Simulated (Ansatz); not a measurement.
## GeSe₃: from a trial structure to a relaxed crystal

These are results of DFT PBE, scalar-relativistic, plane waves, PAW in Ansatz, not measurements. Cutoff 420 eV, Γ-centred k mesh, Gaussian smearing, no spin polarisation in the final step.

This is the end of a relaxation of cell and atoms.

```xyz
4
Lattice="4.3788 0.0000 0.0000 0.0000 4.3788 0.0000 0.0000 0.0000 4.3788" Properties=species:S:1:pos:R:3 pbc="T T T"
Ge    0.0000    0.0000    0.0000
Se    0.0000    2.1894    2.1894
Se    2.1894    0.0000    2.1894
Se    2.1894    2.1894    0.0000
```

The zero of energy is the elements' standard structures at the same level; no fitted shifts are applied.

Task: What space group does it have?

Result: Pm-3m (No. 221). Conventional cell: a = 4.379 Å. Ge has 12 Se at 3.10 Å; Se has 4 Ge at 3.10 Å and 8 Se at 3.10 Å.

Task: What is its formation energy per atom?

Result: 0.51 eV/atom.

Task: Is it a metal?

Result: Yes, bands cross the Fermi level on the 10×10×10 mesh.

The final run used a 10×10×10 mesh on its 4-atom cell and 0.10 eV smearing. The k mesh leaves about 4 meV/atom of noise in metals. The cell came from a trial start, so GeSe₃ may not exist in this structure.